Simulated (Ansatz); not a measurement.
BeO:
```
CELL_PARAMETERS angstrom
      2.69043     0.00000     0.00000
     -1.34522     2.32998     0.00000
      0.00000     0.00000     4.36993
ATOMIC_POSITIONS crystal
  Be 0.66667 0.33333 0.00013
  Be 0.33333 0.66667 0.50013
  O  0.66667 0.33333 0.37787
  O  0.33333 0.66667 0.87787
```

Cartesian axes are those of the cell as given.

Q: Give the high-frequency dielectric tensor and the Born effective charge tensors of the independent atoms from DFPT, the program Ansatz at the r²SCAN level (PAW).

A: 
ε∞:
```
2.93  0.00  0.00
0.00  2.93  0.00
0.00  0.00  2.98
```
Z* of atom 1 (Be), rows: field, columns: displacement, in e:
```
1.81  0.00  0.00
0.00  1.81  0.00
0.00  0.00  1.87
```
Z* of atom 3 (O), rows: field, columns: displacement, in e:
```
-1.81   0.00   0.00
 0.00  -1.81   0.00
 0.00   0.00  -1.87
```

Static charges for comparison (Bader): Be1 +1.76, O3 -1.76 e. Born charges measure polarisation by displacement and can exceed these by far.

Space group P6_3mc (wurtzite). The cell was relaxed with r²SCAN under the symmetry of its start; phonons on a q-mesh show no instability.

Potentials: the later of the program's two PAW sets.
